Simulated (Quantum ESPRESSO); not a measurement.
## AlN: phonons with vdW-DF-cx

AlN:

```
Al N
1.0
     3.11300    0.00000    0.00000
    -1.55650    2.69594    0.00000
     0.00000    0.00000    4.98100
Al N
2 2
Direct
  0.66667 0.33333 0.50000
  0.33333 0.66667 0.00000
  0.66667 0.33333 0.88000
  0.33333 0.66667 0.38000
```

```yaml
Program: Quantum ESPRESSO 7.5
Task: phonons
Functional: vdW-DF-cx
Potentials_or_basis: GBRV 1.5 PBE
Cutoff: 612 eV
Density_cutoff: 4898 eV
k_mesh: 4 × 4 × 2, shifted
Occupations: fermi-dirac, width 0.05 eV
Spin: no spin polarisation
Mixing_beta: 0.5
Most_SCF_iterations: 120
SCF_threshold: 8e-10 Ry
```

```yaml
Relaxed_volume: 10.54 Å³/atom
Relaxed_cell: a = 3.122 Å, b = 3.122 Å, c = 4.995 Å, α = 90.00°, β = 90.00°, γ = 120.00°
Space_group_after_relaxing_to_0.05_Å: P6_3mc (No. 186)
Pressure_after_relaxing: 0.0 GPa
Electronic_dielectric_tensor_diagonal: 4.86, 4.86, 4.68
Born_charges_mean_of_the_diagonal: Al +2.56; N -2.69 e
Highest_phonon_frequency_at_Γ_LO-TO_splitting_left_out: 712 cm⁻¹
Static_dielectric_tensor_diagonal: 8.71, 8.71, 9.67
```

Step by step:
| step | energy change (eV) | largest force (eV/Å) | pressure (GPa) | volume (Å³) |
| --- | --- | --- | --- | --- |
| 1 | 0.0000 | 0.1438 | 1.81 | 41.80 |
| 2 | -0.0033 | 0.0325 | -0.07 | 42.19 |
| 3 | -0.0034 | 0.0198 | -0.04 | 42.18 |
| 4 | -0.0035 | 0.0099 | -0.02 | 42.18 |
| 5 | -0.0035 | 0.0002 | 0.00 | 42.17 |
| 6 | -0.0035 | 0.0001 | 0.00 | 42.17 |

Final structure:
```cif
data_structure
_symmetry_space_group_name_H-M 'P 1'
_symmetry_Int_Tables_number 1
_cell_length_a 3.1222
_cell_length_b 3.1222
_cell_length_c 4.9947
_cell_angle_alpha 90.000
_cell_angle_beta 90.000
_cell_angle_gamma 120.000
_cell_volume 42.17
loop_
_atom_site_label
_atom_site_type_symbol
_atom_site_fract_x
_atom_site_fract_y
_atom_site_fract_z
_atom_site_occupancy
Al1 Al 0.66667 0.33333 0.49891 1
Al2 Al 0.33333 0.66667 0.99891 1
N1 N 0.66667 0.33333 0.88109 1
N2 N 0.33333 0.66667 0.38109 1
```

Levels at points of the mesh, in eV from the valence-band top:
```csv
k point,band 6,band 7,band 8,band 9,band 10,band 11
"(0.00, 0.00, 0.25)",-0.47,0.00,0.00,5.37,6.93,10.47
```

Phonon frequencies in cm⁻¹ (negative: imaginary):
| q point | frequencies |
| --- | --- |
| (0.000, 0.000, 0.000) | -1 -1 2 235 235 542 606 653 653 665 665 712 |

Electronic dielectric tensor:
```
4.86 0.00 0.00
0.00 4.86 0.00
0.00 0.00 4.68
```

Born effective charge tensors (e):
atom 1, Al
```
2.50 0.00 0.00
0.00 2.50 0.00
0.00 0.00 2.69
```
atom 2, Al
```
2.50 0.00 0.00
0.00 2.50 0.00
0.00 0.00 2.69
```
atom 3, N
```
-2.69  0.00  0.00
 0.00 -2.69  0.00
 0.00  0.00 -2.69
```
atom 4, N
```
-2.69  0.00  0.00
 0.00 -2.69  0.00
 0.00  0.00 -2.69
```

Optical modes at Γ, degenerate ones joined, polar ones without the macroscopic field:
| cm⁻¹ | components | symmetry | active in | IR intensity, summed ((D/Å)²/amu) |
| --- | --- | --- | --- | --- |
| 235 | 2 | E2 | Raman | 0.00 |
| 542 | 1 | B1 | silent | 0.00 |
| 606 | 1 | A1 | IR and Raman | 36.26 |
| 653 | 2 | E2 | Raman | 0.00 |
| 665 | 2 | E1 | IR and Raman | 67.34 |
| 712 | 1 | B1 | silent | 0.00 |

Zone-centre frequencies without and with the macroscopic field along z (cm⁻¹):
```csv
,optical modes in rising order
without,235 235 542 606 653 653 665 665 712
with the field,235 235 542 653 653 665 665 712 871
```

Static dielectric tensor, electrons and zone-centre modes:
```
8.71 0.00 0.00
0.00 8.71 0.00
0.00 0.00 9.67
```

It took 5.6 min on 1 thread of Arm Neoverse V2 (shared host), peak memory 0.2 GiB.

Caveat: the k mesh is coarse (spacing up to 0.63 Å⁻¹), so the values aren't converged; the mesh is thin for the dielectric tensor, Born charges and intensities, which usually come out too large; the potentials were made for another functional, which shifts forces and pressure; the Born charges break their sum rule by 0.25 e, a sign of too thin a mesh.
